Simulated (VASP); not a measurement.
# HgTe (Fm-3m) in VASP: single point with r2SCAN

Aim: the single point of HgTe with r2SCAN.

Program: VASP 6.6.1. These are calculated values, not measurements. Logs are shortened: lines on timing, memory, paths and dates and some standing lists are left out, and cuts for length are marked.

### Step 1. Starting point

Symmetry: Fm-3m, No. 225, cubic system. The conventional cell has a = 6.154 Å, b = 6.154 Å, c = 6.154 Å, α = 90.00°, β = 90.00°, γ = 90.00°. Around Hg (site symmetry m-3m) lie 6 Te at 3.08 Å. Te (site symmetry m-3m) is surrounded by 6 Hg at 3.08 Å.

Measurements of this composition are mostly on another form, of space group No. 216.

### Step 2. Single point, r2SCAN

File POSCAR:

```
HgTe
1.0
    0.0000000000      3.0771170000      3.0771170000
    3.0771170000      0.0000000000      3.0771170000
    3.0771170000      3.0771170000      0.0000000000
Hg Te
1 1
Direct
    0.0000000000      0.0000000000      0.0000000000
    0.5000000000      0.5000000000      0.5000000000
```

File INCAR.step1:

```
  PREC = Accurate
  ENCUT = 520
  ISMEAR = 0
  SIGMA = 0.15
  LREAL = F
  LASPH = T
  NELM = 100
  NBANDS = 16
  GGA = PE
  ALGO = Normal
  EDIFF = 1E-4
  LWAVE = T
  LCHARG = F
```

File INCAR.step2:

```
  PREC = Accurate
  ENCUT = 520
  EDIFF = 1E-6
  ISMEAR = 0
  SIGMA = 0.15
  LREAL = F
  LASPH = T
  NELM = 100
  ALGO = Normal
  ISIF = 2
  LWAVE = F
  LCHARG = F
  METAGGA = R2SCAN
  LMIXTAU = T
  NBANDS = 16
  ISTART = 1
```

File KPOINTS:

```
regular mesh
0
Gamma
  14 14 14
```

Potentials or basis: VASP PAW PBE potentials, release 64 (Hg, Te).

Command:

```console
> cat potpaw_PBE.64/Hg/POTCAR potpaw_PBE.64/Te/POTCAR > POTCAR
> cp INCAR.step1 INCAR
> mpirun -np 1 vasp_std > vasp.out
> cp INCAR.step2 INCAR
> mpirun -np 1 vasp_std > vasp.out
```

OUTCAR:

```text
PREC = Accurate
   ENCUT = 520
   EDIFF = 1E-6
   ISMEAR = 0
   LREAL = F
   LASPH = T
   NELM = 100
   ISIF = 2
   METAGGA = R2SCAN
   ISTART = 1

 ion  position               nearest neighbor table
   1  0.000  0.000  0.000-   2 3.08   2 3.08   2 3.08   2 3.08   2 3.08   2 3.08
   2  0.500  0.500  0.500-   1 3.08   1 3.08   1 3.08   1 3.08   1 3.08   1 3.08

  LATTYP: Found a face centered cubic cell.
 ALAT       =     6.1542340000

  Lattice vectors:

 A1 = (   0.0000000000,   3.0771170000,   3.0771170000)
 A2 = (   3.0771170000,   0.0000000000,   3.0771170000)
 A3 = (   3.0771170000,   3.0771170000,   0.0000000000)

Analysis of symmetry for initial positions (statically):
=====================================================================
 Subroutine PRICEL returns:
 Original cell was already a primitive cell.

 Routine SETGRP: Setting up the symmetry group for a
 face centered cubic supercell.

 Subroutine GETGRP returns: Found 48 space group operations
 (whereof 48 operations were pure point group operations)
 out of a pool of 48 trial point group operations.

The static configuration has the point symmetry O_h .

Analysis of symmetry for dynamics (positions and initial velocities):
=====================================================================
 Subroutine PRICEL returns:
 Original cell was already a primitive cell.

 Routine SETGRP: Setting up the symmetry group for a
 face centered cubic supercell.

 Subroutine GETGRP returns: Found 48 space group operations
 (whereof 48 operations were pure point group operations)
 out of a pool of 48 trial point group operations.

The dynamic configuration has the point symmetry O_h .

 Subroutine INISYM returns: Found 48 space group operations
 (whereof 48 operations are pure point group operations),
 and found     1 'primitive' translations

----------------------------------------------------------------------------------------

                                     Primitive cell

  volume of cell :      58.2723

  direct lattice vectors                    reciprocal lattice vectors
     0.000000000  3.077117000  3.077117000    -0.162489759  0.162489759  0.162489759
     3.077117000  0.000000000  3.077117000     0.162489759 -0.162489759  0.162489759
     3.077117000  3.077117000  0.000000000     0.162489759  0.162489759 -0.162489759

  length of vectors
     4.351700594  4.351700594  4.351700594     0.281440518  0.281440518  0.281440518

  position of ions in fractional coordinates (direct lattice)
[... 80 lines left out ...]
   LREAL  =      F    real-space projection
   EDIFFG = 0.1E-04   stopping-criterion for IOM
   NSW    =      0    number of steps for IOM
   IBRION =     -1    ionic relax: 0-MD 1-quasi-New 2-CG
   NFREE  =      0    steps in history (QN), initial steepest desc. (CG)
   ISIF   =      2    stress and relaxation
   ISYM   =      2    0-nonsym 1-usesym 2-fastsym
   POTIM  = 0.5000    time-step for ionic-motion
   TEBEG  =    0.0;   TEEND  =   0.0 temperature during run
   PSTRESS=    0.0 pullay stress
   NELECT =      18.0000    total number of electrons
   NUPDOWN=      -1.0000    fix difference up-down
   EMIN   =  10.00;   EMAX   =-10.00  energy-range for DOS
   EFERMI =   0.00;   METHOD = LEGACY
   ISMEAR =     0;   SIGMA  =   0.15  broadening in eV -4-tet -1-fermi 0-gaus
   EFERMI_NEDOS =   21; number of points for ismear=-14 and -15
   IALGO  =     38    algorithm
   IMIX   =      4    mixing-type and parameters
     AMIX     =   0.40;   BMIX     =  1.00
     AMIX_MAG =   1.60;   BMIX_MAG =  1.00
  volume/ion in A,a.u.               =      29.14       196.62
  Fermi-wavevector in a.u.,A,eV,Ry     =   1.106653  2.091272 16.662809  1.224682
  Thomas-Fermi vector in A             =   2.243157
   LORBIT       =      0    0 simple, 1 ext, 2 COOP (PROOUT), +10 PAW based schemes
   METAGGA = R2SCAN    functional components
   LHFCALC =     F    Hartree Fock is set to
   AEXX    =    0.0000 exact exchange contribution
   IVDW    =     0    specifies the selected vdW correction
   LEPSILON=     F    determine dielectric tensor
   LRPA    =     F    only Hartree local field effects (RPA)
 non-spin polarized calculation
 Gauss-broadening in eV      SIGMA  =   0.15
  energy-cutoff  :      520.00
  volume of cell :       58.27
 maximum number of plane-waves:      1588
   NGX = 17   NGY = 17   NGZ = 17

 number of electron      17.9999999 magnetization

 Free energy of the ion-electron system (eV)
  ---------------------------------------------------
  ext. energy  EPLUGINS =         0.00000000
  ---------------------------------------------------
  free energy    TOTEN  =       -74.86262268 eV

  energy without entropy =      -74.84882110  energy(sigma->0) =      -74.85572189

 E-fermi :   3.8896     XC(G=0): -10.2914

 val. band max:        3.8691163499   @ k =   0.4286   0.0714   0.0000
 cond. band min:       3.8998485406   @ k =  -0.1429   0.1429   0.0000
 fundamental gap:      0.0307321907
 Fermi energy:         3.8896104721

 k-point     1 :       0.0000    0.0000    0.0000
  band No.  band energies     occupation
      1      -8.3615      2.00000
      2      -2.9918      2.00000
      3      -2.9918      2.00000
      4      -2.9268      2.00000
      5      -2.9268      2.00000
      6      -2.9268      2.00000
[... 433 lines left out ...]
      3      -3.0526      2.00000
      4      -2.9841      2.00000
      5      -2.8608      2.00000
      6      -2.8323      2.00000
[... 8 lines left out ...]
     15      14.0867      0.00000
     16      14.4572      0.00000

 [... further k-points ...]

------------------------ aborting loop because EDIFF is reached ----------------------------------------

  FORCE on cell =-STRESS in cart. coord.  units (eV):
  Direction    XX          YY          ZZ          XY          YZ          ZX
  --------------------------------------------------------------------------------------
  -------------------------------------------------------------------------------------
  Total       -0.4944142     -0.4944142     -0.4944142     -0.0000000     -0.0000000     -0.0000000
  in kB      -13.5937581    -13.5937581    -13.5937581     -0.0000000     -0.0000000     -0.0000000
  external PRESSURE =     -13.5937581 kB  Pullay stress =       0.0000000 kB

 VOLUME and BASIS-vectors are now :
 -----------------------------------------------------------------------------
  energy-cutoff  :      520.00
  volume of cell :       58.27
      direct lattice vectors                 reciprocal lattice vectors
     0.000000000  3.077117000  3.077117000    -0.162489759  0.162489759  0.162489759
     3.077117000  0.000000000  3.077117000     0.162489759 -0.162489759  0.162489759
     3.077117000  3.077117000  0.000000000     0.162489759  0.162489759 -0.162489759

 POSITION                                       TOTAL-FORCE (eV/Angst)
 -----------------------------------------------------------------------------------
      0.00000      0.00000      0.00000         0.000000      0.000000      0.000000
      3.07712      3.07712      3.07712         0.000000      0.000000      0.000000
 -----------------------------------------------------------------------------------
    total drift:                                0.000000     -0.000000     -0.000000

  FREE ENERGIE OF THE ION-ELECTRON SYSTEM (eV)
  ---------------------------------------------------
  free  energy   TOTEN  =       -74.8626226806 eV

  energy  without entropy=      -74.8488210964  energy(sigma->0) =      -74.85572189
```

OSZICAR.step1:

```text
N       E                     dE             d eps       ncg     rms          rms(c)
DAV:   1     0.104424496254E+03    0.10442E+03   -0.82582E+03  3360   0.995E+02
DAV:   2    -0.797488683388E-01   -0.10450E+03   -0.97010E+02  3824   0.228E+02
DAV:   3    -0.352360334992E+01   -0.34439E+01   -0.34274E+01  4160   0.430E+01
DAV:   4    -0.354855477372E+01   -0.24951E-01   -0.24949E-01  4512   0.343E+00
DAV:   5    -0.354885539027E+01   -0.30062E-03   -0.30062E-03  4336   0.295E-01    0.666E+00
DAV:   6    -0.335749027324E+01    0.19137E+00   -0.38980E-01  4024   0.782E+00    0.531E+00
DAV:   7    -0.335359216035E+01    0.38981E-02   -0.61677E-02  3784   0.169E+00    0.207E+00
DAV:   8    -0.335308552670E+01    0.50663E-03   -0.53013E-03  3840   0.804E-01    0.424E-01
DAV:   9    -0.335307941000E+01    0.61167E-05   -0.47638E-04  4296   0.218E-01
   1 F= -.33530794E+01 E0= -.33459110E+01  d E =-.143368E-01
```

It took 2.8 min on 1 thread of Intel Xeon Platinum 8259CL at 2.50GHz (Skylake/Cascade Lake), shared host; peak memory 0.26 GiB.

Results:

- Free energy: -74.8626 eV
- Pressure: -1.4 GPa
- Band gap on the k mesh: none (metal or under the smearing width)

Caveat: the PAW data sets were made with another functional, which shifts forces and pressure a little.
